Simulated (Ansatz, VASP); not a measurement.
InAs: VASP beside Ansatz

```
In As
1.0
     0.00000    3.02400    3.02400
     3.02400    0.00000    3.02400
     3.02400    3.02400    0.00000
In As
1 1
Cartesian
  0.0000 0.0000 0.0000
  4.5360 4.5360 4.5360
```

Alike in both runs: task relaxation of cell and atoms; functional PBE; k mesh 12 × 12 × 12; occupations gaussian, width 0.1 eV; no spin polarisation.

|  | VASP | Ansatz |
| --- | --- | --- |
| version | VASP 6.6.1 | Ansatz 0.2.0 |
| potentials or method | VASP PAW PBE potentials, release 64 (In_d, As) | scalar-relativistic, plane waves, PAW |
| plane-wave cutoff (eV) | 600 | 420 |
| valence electrons in the cell | 18 | 28 |

Ansatz gave:

* gap on the k mesh at the Fermi level, each at its own relaxed structure (eV): none
* relaxed volume (Å³/atom): 29.60
* relaxed cell length with the largest relative difference (Å): 4.375
* energy change over the relaxation (meV/atom): -22

Task: What did VASP give for the same quantities?

Result: gap on the k mesh at the Fermi level, each at its own relaxed structure (eV): none; relaxed volume (Å³/atom): 29.62; relaxed cell length with the largest relative difference (Å): 4.376; energy change over the relaxation (meV/atom): -23.

A gap of «none» marks a metal or a gap that the smearing closes. The two sets of potentials don't hold the same shells in valence.

Caveats: this crystal is a semiconductor, whose small gap the functional closes, so the metal is an error of the method. Zero-point motion and thermal expansion aren't in these numbers. PBE usually gives volumes a little too large and moduli too small.
